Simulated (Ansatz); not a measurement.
# CaS (Oldhamite): the cost of one run

Method: DFT LDA, all-electron LAPW, scalar-relativistic unless said, in Ansatz 0.2.0.

The COD entry's cell or inner coordinates are ideal or old and differ from later refinements, so a difference from it is no clean test against experiment.

### Step 1. Starting point

The structure is cubic, space group Fm-3m (No. 225). Conventional cell: a = 5.564 Å, b = 5.564 Å, c = 5.564 Å, α = 90.00°, β = 90.00°, γ = 90.00°. Ca (site symmetry m-3m) has 6 S at 2.78 Å as nearest neighbours. Around S (site symmetry m-3m) lie 6 Ca at 2.78 Å.

As a file:

```cif
data_structure
_symmetry_space_group_name_H-M 'Fm-3m'
_symmetry_Int_Tables_number 225
_cell_length_a 5.5644
_cell_length_b 5.5644
_cell_length_c 5.5644
_cell_angle_alpha 90.000
_cell_angle_beta 90.000
_cell_angle_gamma 90.000
_cell_volume 172.29
loop_
_atom_site_label
_atom_site_type_symbol
_atom_site_symmetry_multiplicity
_atom_site_Wyckoff_symbol
_atom_site_fract_x
_atom_site_fract_y
_atom_site_fract_z
_atom_site_occupancy
Ca1 Ca 4 a 0.00000 0.00000 0.00000 1
S1 S 4 b 0.50000 0.00000 0.00000 1
```

Cartesian axes are those of the input's lattice vectors. The structure goes back to a database entry.

### Step 2. Reference run, fine mesh, LAPW

Contents of input.yaml:

```yaml
crystal:
  lattice:
    - [0.0, 2.78221630746, 2.78221630746]
    - [2.78221630746, 0.0, 2.78221630746]
    - [2.78221630746, 2.78221630746, 0.0]
  atoms:
    - { symbol: Ca, position: [0.0, 0.0, 0.0] }
    - { symbol: S, position: [0.5, 0.5, 0.5] }
kpoints:
  mp_grid: { grid: [6, 6, 6] }
scf:
  occupations: { method: fixed }
hamiltonian:
  xc: lda
  pseudopotentials: { kind: all_electron, lapw: { basis_error: 0.001 } }
output:
  forces: true
  stress: true
  eigenvalues: true
  eigenstates:
    nscf_kmesh: { grid: [12, 12, 12] }
    de_dk: true
    e_range: [-9, 11.97440091301]
  optics:
    e_range: [0, 25]
    de: 0.2
    sigma: 0.15
    bands: { spectra_wanted_up_to: 25 }
    nscf_kmesh: { grid: [12, 12, 12] }
checkpoint:
  write: ck
  write_wavefunctions: false
```

Started as:

```bash
ansatz run input.yaml --threads 1 --pin off --max-ram 3072MiB --backend cpu --events-out ev --progress --plain --runs-dir out
```

**Question.** How long does this run take on 1 thread of Arm Neoverse V1, shared host, and how much memory does it need?

About 39 s, with a peak of 0.27 GiB.
